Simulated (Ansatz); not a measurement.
**AlP**

**What was measured.** From a printed reference work, textbook, for a bulk crystal of AlP at 298 K: lattice constant a 5.4635 ± 0.0004 Å.

The results are compared with them further down.

Method: PBE, scalar-relativistic; no spin polarisation; PAW, 420 eV, 10×10×10 k-mesh, Gaussian smearing of 0.05 eV; code Ansatz. The datasets are Ansatz's generated set soft_2.

```cif
data_structure
_symmetry_space_group_name_H-M 'F-43m'
_symmetry_Int_Tables_number 216
_cell_length_a 5.5078
_cell_length_b 5.5078
_cell_length_c 5.5078
_cell_angle_alpha 90.000
_cell_angle_beta 90.000
_cell_angle_gamma 90.000
_cell_volume 167.08
loop_
_atom_site_label
_atom_site_type_symbol
_atom_site_symmetry_multiplicity
_atom_site_Wyckoff_symbol
_atom_site_fract_x
_atom_site_fract_y
_atom_site_fract_z
_atom_site_occupancy
Al1 Al 4 a 0.00000 0.00000 0.00000 1
P1 P 4 c 0.25000 0.25000 0.25000 1
```

The chain of runs began from a cell as deposited in COD, expanded in volume. Of that entry: the entry's cell lengths or inner coordinates differ somewhat from later room-temperature determinations.

The cell above was scaled in volume, its shape and atoms being fixed by the lattice's symmetry. Energies are counted from the cell above.

Cell and atoms are those of this level's equilibrium.

| V (Å³/atom) | ΔE (meV/atom) | P from the stress (GPa) |
| --- | --- | --- |
| 20.050 | 9.23 | 3.67 |
| 20.467 | 2.22 | 1.74 |
| 20.885 | 0.00 | 0.00 |
| 21.303 | 2.09 | -1.57 |
| 21.721 | 8.07 | -2.99 |

Problem. Do the energies and the pressures agree? Compare −ΔE/ΔV between neighbouring points (1 meV/Å³ = 0.1602 GPa) with the mean of their pressures.

Solution. 
```csv
interval (Å³/atom),−ΔE/ΔV (GPa),mean P (GPa)
20.05 to 20.47,2.7,2.7
20.47 to 20.89,0.9,0.9
20.89 to 21.30,-0.8,-0.8
21.30 to 21.72,-2.3,-2.3
```
They differ by 0.02 GPa at most.

Problem. What do the two routes give for V0, B0 and B0′?

Solution. A third-order Birch–Murnaghan fit of the energies: V0 = 20.88 Å³/atom, B0 = 83 GPa, B0′ = 4.1. A polynomial of P in ln V, with B = −dP/d ln V at P = 0: V0 = 20.88 Å³/atom, B0 = 83 GPa, B0′ = 4.2.

B0·V0 = 82.7 GPa × 20.88 Å³ = 10.78 eV/atom sets the scale: near the minimum ΔE ≈ ½ B0 V0 x², with x = V/V0 − 1, and a pressure of 0.8 GPa squeezes the volume by about 1 %. At the ends of the curve: x = −4.0 % predicts 8.6 meV/atom and the run gives 9.2; x = +4.0 % predicts 8.6 meV/atom and the run gives 8.1. Compression costs more and expansion less than the parabola says, since the crystal stiffens as it shrinks; B0′ measures that.

**Against experiment.** Measured lattice constant a of AlP: 5.4635 Å (298 K; a printed reference work, textbook). This calculation gives 5.508 Å (+0.8 %). The calculation is for a static lattice, without zero-point motion or thermal expansion.

